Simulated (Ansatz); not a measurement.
# GaP (oS8 Cmcm): the cost of one run

Program: Ansatz 0.2.0. Level of theory: DFT PBEsol, scalar-relativistic, plane waves, PAW. These are calculated values, not measurements.

## Step 1: Starting point

The structure is orthorhombic, space group Cmcm (No. 63). Conventional cell: a = 4.700 Å, b = 4.950 Å, c = 4.700 Å, α = 90.00°, β = 90.00°, γ = 90.00°. Ga (site symmetry m2m) has 6 P at 2.35 to 2.53 Å as nearest neighbours. P (site symmetry m2m) is surrounded by 6 Ga at 2.35 to 2.53 Å.

Coordinates:

```
Ga P
1.0
     2.35000   -2.47500    0.00000
     2.35000    2.47500    0.00000
     0.00000    0.00000    4.70000
Ga P
2 2
Direct
  0.35000 0.65000 0.25000
  0.65000 0.35000 0.75000
  0.84000 0.16000 0.25000
  0.16000 0.84000 0.75000
```

## Step 2: Cell and atoms relaxed at 30.7 GPa

input.yaml

```yaml
crystal:
  lattice:
    - [2.35, -2.475, 0.0]
    - [2.35, 2.475, 0.0]
    - [0.0, 0.0, 4.7]
  atoms:
    - { symbol: Ga, position: [0.35, 0.65, 0.25] }
    - { symbol: Ga, position: [0.65, 0.35, 0.75] }
    - { symbol: P, position: [0.84, 0.16, 0.25] }
    - { symbol: P, position: [0.16, 0.84, 0.75] }
scf:
  occupations: { method: gaussian, width: 0.1 }
output:
  forces: true
  stress: true
  eigenvalues: true
  write_density: true
  write_potential: true
  elf: true
  volumetric_format: npy
hamiltonian:
  xc: pbesol
basis:
  ecutwfc: 500
kpoints:
  mp_grid: { grid: [14, 14, 12] }
relax:
  f_tol: 0.005
  max_steps: 60
  cell: { stress_tol: 0.05, p_target: 30.7 }
```

The run is started by

```console
$ ansatz run input.yaml --threads 4 --pin off --max-ram 10240MiB --backend cpu --events-out ev --progress --plain --runs-dir out
```

What time and memory should one allow on 4 threads of Intel Xeon at 2.70GHz, shared host?

About 1.7 min, with a peak of 0.86 GiB.
